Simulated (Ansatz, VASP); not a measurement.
**Mg: VASP beside Ansatz**

```
Mg
1.0
     3.09044    0.00000    0.00000
    -1.54522    2.67640    0.00000
     0.00000    0.00000    3.08491
Mg
1
Cartesian
  0.0000 0.0000 0.0000
```

Change from the starting cell: volume scaled by 1.04.

Alike in both runs: task single point; functional PBE; k mesh 10 × 10 × 9; occupations fermi-dirac, width 0.05 eV; no spin polarisation.

```csv
,VASP,Ansatz
version,VASP 6.6.1,Ansatz 0.2.0
potentials or method,"VASP PAW PBE potentials, release 64 (Mg)",Ansatz PAW
plane-wave cutoff (eV),520,420
valence electrons in the cell,2,10
```

VASP gave:

- gap on the k mesh at the Fermi level (eV): none
- pressure (GPa): -0.1
- largest component of the traceless stress (GPa): 0.45

Task: What did Ansatz give for the same quantities?

Result: gap on the k mesh at the Fermi level (eV): none; pressure (GPa): 0.0; largest component of the traceless stress (GPa): 0.47.

A gap of «none» marks a metal or a gap that the smearing closes. The functional is the same, so the differences come from potentials, cutoffs and numerics. The two sets of potentials don't hold the same shells in valence.
